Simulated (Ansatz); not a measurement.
HgTe: energy from the work of forces and stress

```yaml
crystal:
  lattice:
    - [0.00000, 3.22350, 3.22350]
    - [3.22350, 0.00000, 3.22350]
    - [3.22350, 3.22350, 0.00000]
  atoms:
    - { symbol: Hg, position: [0.00000, 0.00000, 0.00000] }
    - { symbol: Te, position: [0.75000, 0.75000, 0.75000] }
```

Computed with DFT PBE, scalar-relativistic, plane waves, PAW in Ansatz 0.2.0.

Plane waves to 420 eV, a k mesh through Γ of 12×12×12 on the computed 2-atom cell and Gaussian smearing (0.10 eV); no spin polarisation.

At the start the stress (GPa, compression positive, xx yy zz yz xz xy) is 4.06 4.06 4.06 0.00 0.00 0.00 and all forces are under 0.005 eV/Å. Each variant moves atoms by u and then strains the cell by ε, so an atom ends at (r + u)(1 + ε); shears are tensor components, each standing twice in ε. The starting volume is 66.99 Å³.

Variant 1: strain (xx yy zz yz xz xy, %) 3.09 3.09 3.09 2.00 2.00 2.00, moves (Å) Hg1 (-0.035, -0.035, -0.035); Te2 (0.035, 0.035, 0.035). There the stress is 0.02 0.02 0.02 -0.59 -0.59 -0.59 GPa and the forces (eV/Å) are Hg1 (0.06, 0.06, 0.06); Te2 (-0.06, -0.06, -0.06).

Variant 2: strain (xx yy zz yz xz xy, %) 2.10 2.10 2.10 0.00 0.00 0.00. There the stress is 1.14 1.14 1.14 0.00 0.00 0.00 GPa.

Variant 3: strain (xx yy zz yz xz xy, %) -2.74 -2.74 -2.74 0.00 0.00 0.00. There the stress is 9.53 9.53 9.53 0.00 0.00 0.00 GPa.

Variant 4: strain (xx yy zz yz xz xy, %) 1.57 1.57 1.57 0.00 0.00 0.00. There the stress is 1.80 1.80 1.80 0.00 0.00 0.00 GPa.

Problem. Estimate each change of free energy from forces and stresses by the trapezoid rule along the path (r + tu)(1 + tε), t from 0 to 1, and compare with the computed change.

Solution. The derivative of the energy along the path is −F·u(1 + tε) for the atoms and −V σ(1 + tε)⁻¹ : ε for the cell, with F, σ and V taken at t (σ positive in compression; 1 eV/Å³ = 160.2 GPa). Averaging t = 0 and t = 1 gives, in meV per atom:
| variant | work on atoms | work on cell | sum | computed |
| --- | --- | --- | --- | --- |
| 1 | 3.6 | -32.0 | -28.5 | -26.6 |
| 2 | 0.0 | -34.7 | -34.7 | -33.9 |
| 3 | 0.0 | 112.3 | 112.3 | 110.1 |
| 4 | 0.0 | -29.1 | -29.1 | -28.8 |

The rule is exact for a quadratic energy surface and overshoots a term ct³ by c/2, so the difference between the last two columns measures the net anharmonic part along the path (terms of opposite sign can cancel, and the finite basis adds a little): 1 to 7 % here.

Spin–orbit coupling is left out, which can shift energies with elements as heavy as these.